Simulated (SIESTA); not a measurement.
Crystal: Si2W.

```
W Si
1.0
    -1.60690    1.60690    3.91495
     1.60690   -1.60690    3.91495
     1.60690    1.60690   -3.91495
W Si
1 2
Direct
  0.00000 0.00000 0.00000
  0.66530 0.66530 0.00000
  0.33470 0.33470 0.00000
```

```yaml
Program: SIESTA 5.4.2
Task: single point
Functional: PBE
Potentials_or_basis: PseudoDojo 0.4 standard (PBE files)
Basis: DZP (energy shift 0.002 Ry)
Grid_cutoff: 800 Ry
Energy_shift: 0.002 Ry
k_mesh: 12 × 12 × 12
Occupations: fermi-dirac, width 0.05 eV
Spin: no spin polarisation
```

On this cell: pressure 4.0 GPa; largest force 0.136 eV/Å; band gap on the k mesh none (metal or under the smearing width).

The same run follows on a disturbed copy (atoms moved at random, drawn with an rms of 0.05 Å):

```
W Si
1.0
    -1.60690    1.60690    3.91495
     1.60690   -1.60690    3.91495
     1.60690    1.60690   -3.91495
W Si
1 2
Direct
  0.01217 0.99806 0.01179
  0.68165 0.65326 0.00829
  0.33466 0.31453 0.97355
```

Task: What does the disturbed cell give?

Result: The energy (extrapolated to zero smearing) moves by +17.4 meV/atom; pressure 4.9 GPa; largest force 1.046 eV/Å; band gap on the k mesh none (metal or under the smearing width).

Forces in eV/Å, atoms in the order of the input:
```
W   -0.593 -0.223  0.226
Si   0.026 -0.315  0.469
Si   0.567  0.538 -0.695
```

Stress tensor (GPa, compression positive):
```
 4.77  0.52 -0.42
 0.52  4.84 -0.59
-0.42 -0.59  5.12
```

Caveats: semicore shells carry a single zeta, which can move pressures by several GPa and volumes by a few percent; the basis of atomic orbitals isn't converged, which shifts pressures, moduli and gaps.
